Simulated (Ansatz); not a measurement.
Reaction (ligand exchange at the Si–C bond): `[SiH3]/C=C/Br` + `N=C(N)O` → `N=C(N)O[SiH3]` + `C=CBr`

Computed with Ansatz on PBE0-D4/def2-TZVP structures; ΔE is electronic, products minus reactants. CCSD(T)/CBS adds triple-zeta CCSD(T) − MP2 to the extrapolated MP2 energy (def2 sets, frozen cores). Functionals use def2-TZVPP. B3LYP here is the variant with VWN-RPA as its local correlation; programs differ in this. For Br outer-core shells are correlated without core-valence functions, which leaves a few kJ/mol of doubt a bond. Scalar relativity is left out up to krypton. One conformer a species, not always the lowest.

```csv
level,ΔE (kJ/mol)
ωB97X-V,-74.4
ωB97M-V,-74.4
PBE0,-64.9
B3LYP,-74.4
SCS-MP2/def2-TZVPP,-77.6
CCSD(T)/def2-TZVPP,-74.9
MP2/def2-QZVPP,-74.9
MP2/CBS(def2),-74.5
```

Question: What does CCSD(T)/CBS give? (An estimate is asked.)

Answer: Ansatz gave: -75.1 kJ/mol. The listed levels differ from it by 0.7, 0.7, 10.2, 0.7, -2.5, 0.2, 0.2, 0.6 kJ/mol.

Largest T1 diagnostic among the species: 0.013.

From PBE to PBE0 (25 % exact exchange), in def2-TZVPP and without D4, ΔE moves by −3.9 kJ/mol. In def2-TZVPP, CCSD(T) changes the Hartree–Fock value by +12.0 kJ/mol (the triples alone add +1.9 kJ/mol) and MP2 by +12.6 kJ/mol.

CCSD(T)/CBS has its own doubt, a few kJ/mol and more with outer-core shells, so smaller differences from it don't rank the levels.
